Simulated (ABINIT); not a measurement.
# SiO2: band structure with LDA

Crystal: SiO2.

```
Si O
1.0
     5.06052    0.00000    0.00000
    -2.53026    4.38254    0.00000
     0.00000    0.00000    5.54135
Si O
3 6
Direct
  0.50000 0.00000 0.00000
  0.50000 0.50000 0.66667
  0.00000 0.50000 0.33333
  0.20861 0.79139 0.16667
  0.20861 0.41721 0.50000
  0.41721 0.20861 0.83333
  0.79139 0.20861 0.16667
  0.79139 0.58279 0.50000
  0.58279 0.79139 0.83333
```

The cell comes from a database or a generator and needn't be the stable form of this composition.

- Program: ABINIT 10.8.3 (patched build)
- Task: band structure
- Functional: LDA
- Potentials or basis: JTH PAW LDA v2.0
- Cutoff: 626 eV
- k mesh: 6 × 6 × 5
- Occupations: fermi-dirac, width 0.05 eV
- Spin: no spin polarisation
- Fine-grid cutoff: 1224.51 eV

- Pressure: -2.9 GPa
- Largest force: 0.095 eV/Å
- Band gap on the k mesh: 5.43 eV, indirect (least direct gap 5.63 eV)
- Band gap along the path: 5.43 eV, indirect (least direct gap 5.63 eV)

Forces on the atoms (eV/Å):
```
Si   0.000  0.000  0.000
Si   0.000  0.000  0.000
Si   0.000  0.000  0.000
O    0.082 -0.047  0.000
O    0.000  0.095  0.000
O    0.082  0.047  0.000
O   -0.082  0.047  0.000
O    0.000 -0.095  0.000
O   -0.082 -0.047  0.000
```

Levels at the corners of the path, in eV from the valence-band top:
| point | band 20 | band 21 | band 22 | band 23 | band 24 | band 25 | band 26 | band 27 | band 28 | band 29 |
| --- | --- | --- | --- | --- | --- | --- | --- | --- | --- | --- |
| Γ | -1.00 | -1.00 | -0.48 | -0.48 | -0.20 | 5.43 | 8.70 | 8.70 | 8.94 | 8.94 |
| M | -1.19 | -1.18 | -1.02 | -0.36 | -0.01 | 7.48 | 8.31 | 9.36 | 9.43 | 9.45 |
| K | -1.47 | -1.47 | -0.50 | -0.50 | -0.07 | 8.22 | 8.22 | 8.81 | 9.27 | 9.95 |
| Γ | -1.00 | -1.00 | -0.48 | -0.48 | -0.20 | 5.43 | 8.70 | 8.70 | 8.94 | 8.94 |
| A | -1.87 | -1.18 | -0.29 | -0.01 | -0.01 | 7.25 | 7.25 | 8.20 | 9.55 | 9.55 |
| L | -1.36 | -0.94 | -0.74 | -0.71 | -0.35 | 8.42 | 8.87 | 8.97 | 9.11 | 9.48 |
| H | -1.05 | -0.92 | -0.89 | -0.68 | -0.68 | 8.41 | 9.13 | 9.13 | 9.35 | 9.82 |
| A | -1.87 | -1.18 | -0.29 | -0.01 | -0.01 | 7.25 | 7.25 | 8.20 | 9.55 | 9.55 |

Wall time 9.3 min on 1 thread of Arm Neoverse V1 (shared host), peak memory 0.25 GiB.

Caveat: the atomic spheres overlap. A hybrid or GW would open this gap; LDA tends to underestimate it.
